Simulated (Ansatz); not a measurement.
## Nuclear-site quantities of NbN as the cell is scaled

```
CELL_PARAMETERS angstrom
0.00000 2.19450 2.19450
2.19450 0.00000 2.19450
2.19450 2.19450 0.00000
ATOMIC_POSITIONS crystal
Nb 0.50000 0.50000 0.50000
N 0.00000 0.00000 0.00000
```

Atoms are numbered in the order listed.

The cell is COD entry 1538667, as deposited and not checked against the literature; nothing was relaxed.

Theory: DFT, PBEsol, all-electron PAW with datasets made for the crystal, scalar-relativistic in Ansatz 0.2.0.

The runs use a Γ-centred 14×14×14 k mesh, Fermi–Dirac smearing of 0.08 eV, cutoff 360 eV (chosen by the program for this cell), no spin polarisation.

The contact density is the mean electron density over the nuclear volume; its changes follow the s electrons' response to bonding and compression. Changes below are taken from the unscaled cell, where it is 540081 e/Å³ at Nb1, 1404.61 e/Å³ at N2.

Volumes at which the program chose other datasets or cutoffs are left out.

```csv
V/V(cell),P (GPa),Δρ(0) Nb1 (e/Å³),Δρ(0) N2 (e/Å³)
0.9600,12.6,1.36,?
0.9800,4.9,?,-0.04
0.9900,1.4,0.33,-0.02
1.0000,-1.9,0.00,0.00
1.0100,-5.1,-0.32,0.02
1.0200,-8.1,?,0.05
```

Q: Fill in "Δρ(0) N2 (e/Å³)" for the row "0.9600".

A: -0.08.

Q: Fill in "Δρ(0) Nb1 (e/Å³)" for the row "1.0200".

A: -0.64.

Q: Give the missing entry: row "0.9800", column "Δρ(0) Nb1 (e/Å³)".

A: 0.67.

The datasets are made afresh for each cell, so very small changes are uncertain.
